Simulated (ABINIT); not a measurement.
# SnSe (Fm-3m) in ABINIT: settings compared

Aim: see how the results for SnSe move with the level of theory and the settings. Levels: RPBE, r2SCAN. Tasks: band structure.

Program: ABINIT 10.8.3 (patched build). These are calculated values, not measurements. Logs are shortened: lines on timing, memory, paths and dates and some standing lists are left out, and cuts for length are marked. The log counts tension as positive stress, the text compression.

### 1 The crystal as given

It takes space group Fm-3m (No. 225, cubic). The conventional cell has a = 6.020 Å, b = 6.020 Å, c = 6.020 Å, α = 90.00°, β = 90.00°, γ = 90.00°. Sn (site symmetry m-3m) has 6 Se at 3.01 Å as nearest neighbours. Se (site symmetry m-3m) is surrounded by 6 Sn at 3.01 Å.

Measurements of this composition are mostly on another form, of space group No. 62.

### 2 Band structure, RPBE

Contents of run.abi:

```
ndtset 2

pp_dirpath "./"
pseudos "Sn.GGA_PBE-JTH.xml, Se.GGA_PBE-JTH.xml"

acell 8.044153707 8.044153707 8.044153707
rprim
     0.0000000000     0.7071067812     0.7071067812
     0.7071067812     0.0000000000     0.7071067812
     0.7071067812     0.7071067812     0.0000000000
ntypat 2
znucl 50 34
natom 2
typat 1 2
xred
     0.0000000000     0.0000000000     0.0000000000
     0.5000000000     0.5000000000     0.5000000000

ecut 15.0
pawecutdg 30.0

ixc 15

occopt 3
tsmear 0.05 eV

nstep 100

iomode 3
prtwf 0
prteig 0
prtebands 0
prtden1 1

kptopt1 1
ngkpt1 8 8 8
nshiftk1 1
shiftk1 0.0 0.0 0.0
nband1 14
tolvrs1 1.0e-9

iscf2 -2
getden2 1
nband2 18
nbdbuf2 2
tolwfr2 1.0e-12
kptopt2 -9
ndivsm2 5
prteig2 1
prtvol2 -3
kptbounds2
     0.0000000000     0.0000000000     0.0000000000
     0.5000000000     0.0000000000     0.5000000000
     0.5000000000     0.2500000000     0.7500000000
     0.3750000000     0.3750000000     0.7500000000
     0.0000000000     0.0000000000     0.0000000000
     0.5000000000     0.5000000000     0.5000000000
     0.6250000000     0.2500000000     0.6250000000
     0.5000000000     0.2500000000     0.7500000000
     0.5000000000     0.5000000000     0.5000000000
     0.3750000000     0.3750000000     0.7500000000
```

Potentials or basis: JTH PAW PBE v2.0.

On the command line:

```console
abinit run.abi > log 2>&1
```

run.abo:

```text
.Version 10.8.3 of ABINIT
 DATASET    1 : space group Fm -3 m (#225); Bravais cF (face-center cubic)
================================================================================
 Values of the parameters that define the memory need for DATASET  1.
     intxc =       0    ionmov =       0      iscf =      17    lmnmax =      18
     lnmax =       6     mgfft =      30  mpssoang =       3    mqgrid =    3001
     natom =       2  nloc_mem =       2    nspden =       1   nspinor =       1
    nsppol =       1      nsym =      48    n1xccc =       1    ntypat =       2
    occopt =       3   xclevel =       2
       mpw =        1036          nfft =       27000          nkpt =          29
 PAW method is used; the additional fine FFT grid is defined by:
   mgfftf=        40    nfftf =     64000
================================================================================
================================================================================

 DATASET    2 : space group Fm -3 m (#225); Bravais cF (face-center cubic)
================================================================================
 Values of the parameters that define the memory need for DATASET  2.
     intxc =       0    ionmov =       0      iscf =      -2    lmnmax =      18
     lnmax =       6     mgfft =      30  mpssoang =       3    mqgrid =    3001
     natom =       2  nloc_mem =       2    nspden =       1   nspinor =       1
    nsppol =       1      nsym =      48    n1xccc =       1    ntypat =       2
    occopt =       3   xclevel =       2
       mpw =        1036          nfft =       27000          nkpt =          87
 PAW method is used; the additional fine FFT grid is defined by:
   mgfftf=        40    nfftf =     64000
================================================================================
================================================================================

--------------------------------------------------------------------------------
------------- Echo of variables that govern the present computation ------------
--------------------------------------------------------------------------------
 -outvars: echo values of preprocessed input variables --------
            acell      8.0441537070E+00  8.0441537070E+00  8.0441537070E+00 Bohr
              amu      1.18710000E+02  7.89600000E+01
             ecut      1.50000000E+01 Hartree
           getden1          0
           getden2          1
             iscf1         17
             iscf2         -2
              ixc          15
           jdtset        1    2
           kptopt1          1
           kptopt2         -9
         kptrlatt        8    0    0      0    8    0      0    0    8
          kptrlen1     6.43532297E+01
          kptrlen2     3.00000000E+01
            natom           2
            nband1         14
            nband2         18
           nbdbuf1          0
           nbdbuf2          2
           ndtset           2
           ndivsm1          0
           ndivsm2          5
            ngfft          30      30      30
          ngfftdg          40      40      40
             nkpt1         29
             nkpt2         87
            nstep         100
             nsym          48
           ntypat           2
           occopt           3
        pawecutdg      3.00000000E+01 Hartree
         pawxcdev           0
        prtebands           0
           prteig1          0
           prteig2          1
           prtvol1          0
           prtvol2         -3
            prtwf           0
            rprim      0.0000000000E+00  7.0710678120E-01  7.0710678120E-01
                       7.0710678120E-01  0.0000000000E+00  7.0710678120E-01
                       7.0710678120E-01  7.0710678120E-01  0.0000000000E+00
           shiftk1     0.00000000E+00  0.00000000E+00  0.00000000E+00
           shiftk2     5.00000000E-01  5.00000000E-01  5.00000000E-01
          spgroup         225
           tolvrs1     1.00000000E-09
           tolvrs2     0.00000000E+00
           tolwfr1     0.00000000E+00
           tolwfr2     1.00000000E-12
           tsmear      1.83746611E-03 Hartree
            typat      1  2
           useylm           1
           xangst      0.0000000000E+00  0.0000000000E+00  0.0000000000E+00
                       3.0099999980E+00  3.0099999980E+00  3.0099999980E+00
            xcart      0.0000000000E+00  0.0000000000E+00  0.0000000000E+00
                       5.6880756352E+00  5.6880756352E+00  5.6880756352E+00
             xred      0.0000000000E+00  0.0000000000E+00  0.0000000000E+00
                       5.0000000000E-01  5.0000000000E-01  5.0000000000E-01
            znucl       50.00000   34.00000

================================================================================
[... 8 lines left out ...]
--- !DatasetInfo
iteration_state: {dtset: 1, }
dimensions: {natom: 2, nkpt: 29, mband: 14, nsppol: 1, nspinor: 1, nspden: 1, mpw: 1036, }
cutoff_energies: {ecut:  15.0, pawecutdg:  30.0, }
[... 204 lines left out ...]

 Exchange-correlation functional for the present dataset will be:
  GGA: RPBE functional - ixc=15
  Hammer, L. B. Hansen, and J. K. Norskov, PRB 59, 7413 (1999)

 Real(R)+Recip(G) space primitive vectors, cartesian coordinates (Bohr,Bohr^-1):
 R(1)=  0.0000000  5.6880756  5.6880756  G(1)= -0.0879032  0.0879032  0.0879032
 R(2)=  5.6880756  0.0000000  5.6880756  G(2)=  0.0879032 -0.0879032  0.0879032
 R(3)=  5.6880756  5.6880756  0.0000000  G(3)=  0.0879032  0.0879032 -0.0879032
 Unit cell volume ucvol=  3.6806632E+02 bohr^3
 Angles (23,13,12)=  6.00000000E+01  6.00000000E+01  6.00000000E+01 degrees

 Coarse grid specifications (used for wave-functions):

 getcut: wavevector=  0.0000  0.0000  0.0000  ngfft=  30  30  30
         ecut(hartree)=     15.000   => boxcut(ratio)=   2.14147

 Fine grid specifications (used for densities):

 getcut: wavevector=  0.0000  0.0000  0.0000  ngfft=  40  40  40
         ecut(hartree)=     30.000   => boxcut(ratio)=   2.01676
--------------------------------------------------------------------------------

================================================================================
 Non-SCF case, kpt    1 (  0.00000  0.00000  0.00000), residuals and eigenvalues=
  6.59E-13  9.35E-13  6.64E-13  8.84E-13  3.38E-13  9.49E-13  3.68E-13  5.35E-13
  4.19E-13  2.29E-13  9.67E-13  7.25E-13  7.21E-13  8.53E-13  2.96E-13  8.47E-13
  7.76E-13  1.19E-04
 -6.6042E-01 -6.6042E-01 -6.6042E-01 -6.6016E-01 -6.6016E-01 -3.7354E-01
 -4.8757E-02  5.4457E-02  5.4457E-02  5.4457E-02  2.9637E-01  2.9637E-01
  2.9637E-01  3.5233E-01  3.5233E-01  3.5233E-01  4.3599E-01  4.3769E-01
 Non-SCF case, kpt    2 (  0.03571  0.00000  0.03571), residuals and eigenvalues=
  4.48E-13  4.79E-13  6.34E-13  7.58E-13  8.80E-13  6.28E-13  1.36E-13  1.45E-13
  9.40E-13  6.02E-13  4.26E-13  3.21E-13  5.32E-13  4.47E-13  2.04E-13  4.97E-13
  1.04E-06  1.50E-05
[... 584 lines left out ...]
 Non-SCF case, kpt   86 (  0.38889  0.38889  0.72222), residuals and eigenvalues=
  4.43E-13  3.26E-13  5.51E-13  5.08E-13  9.94E-13  8.47E-13  4.86E-13  6.46E-13
  2.10E-13  6.25E-13  9.81E-13  3.03E-13  1.32E-13  5.21E-13  6.69E-13  5.28E-13
  5.69E-07  2.35E-04
 -6.6087E-01 -6.6036E-01 -6.6012E-01 -6.5999E-01 -6.5989E-01 -3.2995E-01
 -1.2649E-01 -4.4282E-02  2.3344E-02  5.2784E-02  2.4770E-01  2.5863E-01
  3.2620E-01  3.4432E-01  4.8929E-01  4.9447E-01  5.8509E-01  6.2595E-01
 Non-SCF case, kpt   87 (  0.37500  0.37500  0.75000), residuals and eigenvalues=
  3.71E-13  2.46E-13  3.26E-13  6.64E-13  8.98E-13  6.22E-13  4.98E-13  6.23E-13
  8.94E-13  2.61E-13  9.40E-13  8.05E-13  2.75E-13  4.88E-13  7.17E-13  5.23E-13
  7.73E-07  2.90E-05
 -6.6093E-01 -6.6041E-01 -6.6007E-01 -6.5995E-01 -6.5987E-01 -3.2929E-01
 -1.2113E-01 -5.0045E-02  1.9176E-02  4.5189E-02  2.5587E-01  2.6914E-01
  3.3245E-01  3.3319E-01  5.0169E-01  5.0388E-01  5.8919E-01  6.1049E-01

--- !ResultsGS
iteration_state: {dtset: 2, }
comment   : Summary of ground state results
lattice_vectors:
- [  0.0000000,   5.6880756,   5.6880756, ]
- [  5.6880756,   0.0000000,   5.6880756, ]
- [  5.6880756,   5.6880756,   0.0000000, ]
lattice_lengths: [   8.04415,    8.04415,    8.04415, ]
lattice_angles: [ 60.000,  60.000,  60.000, ] # degrees, (23, 13, 12)
lattice_volume:   3.6806632E+02
convergence: {deltae:  0.000E+00, res2:  0.000E+00, residm:  9.999E-13, diffor:  0.000E+00, }
etotal    :  -7.92367359E+01
entropy   :   0.00000000E+00
fermie    :   1.47230960E-01
cartesian_stress_tensor: null
pressure_GPa: null
xred      :
- [  0.0000E+00,   0.0000E+00,   0.0000E+00, Sn]
- [  5.0000E-01,   5.0000E-01,   5.0000E-01, Se]
cartesian_forces: null
force_length_stats: {min: null, max: null, mean: null, }
...

 Integrated electronic density in atomic spheres:
 ------------------------------------------------
 Atom  Sphere_radius  Integrated_density
    1        2.51086         11.75354280
    2        2.21132          3.88802968

================================================================================

 ----iterations are completed or convergence reached----

 Mean square residual over all n,k,spin=   57.000E-14; max=  99.993E-14
 reduced coordinates (array xred) for    2 atoms
       0.000000000000      0.000000000000      0.000000000000
       0.500000000000      0.500000000000      0.500000000000

 cartesian coordinates (angstrom) at end:
    1      0.00000000000000     0.00000000000000     0.00000000000000
    2      3.00999999801685     3.00999999801685     3.00999999801685
 length scales=  8.044153707000  8.044153707000  8.044153707000 bohr
              =  4.256782819857  4.256782819857  4.256782819857 angstroms
 Eigenvalues (hartree) for nkpt=  87  k points:
 kpt#   1, nband= 18, wtk=  1.00000, kpt=  0.0000  0.0000  0.0000 (reduced coord)
  -0.66042   -0.66042   -0.66042   -0.66016   -0.66016   -0.37354   -0.04876    0.05446
   0.05446    0.05446    0.29637    0.29637    0.29637    0.35233    0.35233    0.35233
   0.43599    0.43769
 kpt#   2, nband= 18, wtk=  1.00000, kpt=  0.0357  0.0000  0.0357 (reduced coord)
  -0.66042   -0.66041   -0.66041   -0.66017   -0.66016   -0.37309   -0.05152    0.05364
   0.05364    0.05853    0.28627    0.29545    0.29545    0.34862    0.35610    0.35610
   0.43661    0.44410
 kpt#   3, nband= 18, wtk=  1.00000, kpt=  0.0714  0.0000  0.0714 (reduced coord)
  -0.66043   -0.66039   -0.66039   -0.66020   -0.66015   -0.37177   -0.05860    0.05126
   0.05126    0.06933    0.26262    0.29357    0.29357    0.33940    0.36647    0.36647
   0.43845    0.45865
 kpt#   4, nband= 18, wtk=  1.00000, kpt=  0.1071  0.0000  0.1071 (reduced coord)
  -0.66044   -0.66035   -0.66035   -0.66024   -0.66014   -0.36959   -0.06777    0.04751
   0.04751    0.08384    0.23473    0.29217    0.29217    0.32771    0.38174    0.38174
   0.44152    0.46658
 kpt#   5, nband= 18, wtk=  1.00000, kpt=  0.1429  0.0000  0.1429 (reduced coord)
[... 317 lines left out ...]
   0.03412    0.07187    0.22180    0.23468    0.30251    0.37312    0.46509    0.48612
   0.58134    0.63267
 kpt#  85, nband= 18, wtk=  1.00000, kpt=  0.4028  0.4028  0.6944 (reduced coord)
  -0.66081   -0.66031   -0.66018   -0.66002   -0.65990   -0.33114   -0.13276   -0.03422
   0.02837    0.06165    0.23612    0.24701    0.31613    0.35797    0.47583    0.48860
   0.58527    0.62906
 kpt#  86, nband= 18, wtk=  1.00000, kpt=  0.3889  0.3889  0.7222 (reduced coord)
  -0.66087   -0.66036   -0.66012   -0.65999   -0.65989   -0.32995   -0.12649   -0.04428
   0.02334    0.05278    0.24770    0.25863    0.32620    0.34432    0.48929    0.49447
   0.58509    0.62595
 kpt#  87, nband= 18, wtk=  1.00000, kpt=  0.3750  0.3750  0.7500 (reduced coord)
  -0.66093   -0.66041   -0.66007   -0.65995   -0.65987   -0.32929   -0.12113   -0.05004
   0.01918    0.04519    0.25587    0.26914    0.33245    0.33319    0.50169    0.50388
   0.58919    0.61049

== END DATASET(S) ==============================================================
================================================================================

 -outvars: echo values of variables after computation  --------
            acell      8.0441537070E+00  8.0441537070E+00  8.0441537070E+00 Bohr
           etotal1    -7.9236735912E+01
            fcart1    -0.0000000000E+00 -0.0000000000E+00 -0.0000000000E+00
                      -0.0000000000E+00 -0.0000000000E+00 -0.0000000000E+00
            rprim      0.0000000000E+00  7.0710678120E-01  7.0710678120E-01
                       7.0710678120E-01  0.0000000000E+00  7.0710678120E-01
                       7.0710678120E-01  7.0710678120E-01  0.0000000000E+00
           strten1    -8.2201612310E-05 -8.2201612310E-05 -8.2201612310E-05
                       0.0000000000E+00  0.0000000000E+00  0.0000000000E+00
           xangst      0.0000000000E+00  0.0000000000E+00  0.0000000000E+00
                       3.0099999980E+00  3.0099999980E+00  3.0099999980E+00
             xred      0.0000000000E+00  0.0000000000E+00  0.0000000000E+00
                       5.0000000000E-01  5.0000000000E-01  5.0000000000E-01
 Calculation completed.
```

Wall time 47 s (1 thread of Arm Neoverse V1, shared host); peak memory 0.12 GiB.

What came out:

```
Free energy                                           : -2156.1414 eV
Band gap on the k mesh                                : 0.54 eV, direct
Valence electrons inside the program's atomic spheres : Sn 11.75; Se 3.89
```

Levels at the corners of the path, in eV from the valence-band top:
```
point  band 7  band 8  band 9  band 10  band 11  band 12  band 13  band 14
    Γ   -5.21   -2.41   -2.41    -2.41     4.18     4.18     4.18     5.70
    X   -6.18   -5.65   -3.84    -3.84     2.89     5.20     5.20     5.81
    W   -7.09   -4.90   -4.90    -1.02     1.33     4.61     4.61     7.09
    K   -7.18   -5.25   -3.37    -2.66     3.07     3.44     5.16     5.18
    Γ   -5.21   -2.41   -2.41    -2.41     4.18     4.18     4.18     5.70
    L   -8.22   -2.16   -2.16    -0.14     0.40     1.07     1.07     8.16
    U   -7.18   -5.25   -3.37    -2.66     3.07     3.44     5.16     5.18
    W   -7.09   -4.90   -4.90    -1.02     1.33     4.61     4.61     7.09
    L   -8.22   -2.16   -2.16    -0.14     0.40     1.07     1.07     8.16
    K   -7.18   -5.25   -3.37    -2.66     3.07     3.44     5.16     5.18
```

Caveat: the cutoff is too short for stress, so the log's stress isn't used; the PAW data sets were made with another functional, which shifts forces and pressure a little; spin-orbit coupling is left out, which moves the levels of the heavy elements. A k mesh can miss the band edges.

(Continued in part 2 of 2.)
